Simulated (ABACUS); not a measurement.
Crystal: Ce.

```xyz
1
Lattice="-1.9433 1.9433 1.9433 1.9433 -1.9433 1.9433 1.9433 1.9433 -1.9433" Properties=species:S:1:pos:R:3 pbc="T T T"
Ce    0.0000    0.0000    0.0000
```

This isn't the form of Ce at room conditions, which is fcc.

| Item | Value |
| --- | --- |
| Program | ABACUS 3.10.1 |
| Task | single point |
| Functional | PBE |
| Potentials or basis | PseudoDojo NC SR 0.4.1 PBE standard, lanthanides 3+ (f in core) |
| Cutoff | 667 eV |
| Density cutoff | 2667 eV |
| Basis | plane waves |
| k mesh | 10 × 10 × 10 |
| Occupations | fermi-dirac, width 0.05 eV |
| Spin | collinear spin, ferromagnetic start |
| Starting moments | [1.0] μB |

On this cell: net moment 0.04 μB per cell; band gap on the k mesh none (metal or under the smearing width).

The same run follows on a disturbed copy (cell strained at random at fixed volume):

```
CELL_PARAMETERS angstrom
-1.92965 1.98838 1.94753
1.91087 -2.00598 1.94635
1.89616 1.97250 -1.96514
ATOMIC_POSITIONS crystal
Ce 0.01269 0.01560 0.00024
```

Question: What changes?

Answer: The energy (extrapolated to zero smearing) moves by -4.0 meV/atom; net moment 0.01 μB per cell; band gap on the k mesh none (metal or under the smearing width).

The energy falls, though the first cell shows no forces: that form is unstable against this distortion, unless noise or another electronic state is at work.

Caveats: the magnetic or orbital state may not be the lowest; all typed moments are zero, and the program then starts from 1 μB on every atom; spin-orbit coupling is left out, which moves the levels of the heavy elements; the 4f electrons are frozen in the core as for a trivalent ion, so they carry no moment and show no levels.
